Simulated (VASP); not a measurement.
## H2: single point with PBEsol

Molecule: H2, in a box.

```
H
1.0
    10.00000    0.00000    0.00000
     0.00000   10.50000    0.00000
     0.00000    0.00000   11.00000
H
2
Direct
  0.50000 0.50000 0.46553
  0.50000 0.50000 0.53447
```

```yaml
Program: VASP 6.6.1
Task: single point
Functional: PBEsol
Potentials_or_basis: VASP PAW PBE potentials, release 64 (H)
Cutoff: 520 eV
k_mesh: 1 × 1 × 1
Occupations: gaussian, width 0.5 eV
Spin: no spin polarisation
```

```
Gap between the frontier levels : 9.98 eV
```

Levels at points of the mesh, in eV from the valence-band top:
```tsv
k point	band 1	band 2	band 3	band 4	band 5
(0.00, 0.00, 0.00)	0.00	9.98	10.48	11.03	11.13
```

It took 39 s on 1 thread of Intel(R) Xeon(R) 6975P-C (Granite Rapids), on a shared host, peak memory 0.79 GiB.

 A hybrid or GW would open this gap; PBEsol tends to underestimate it.
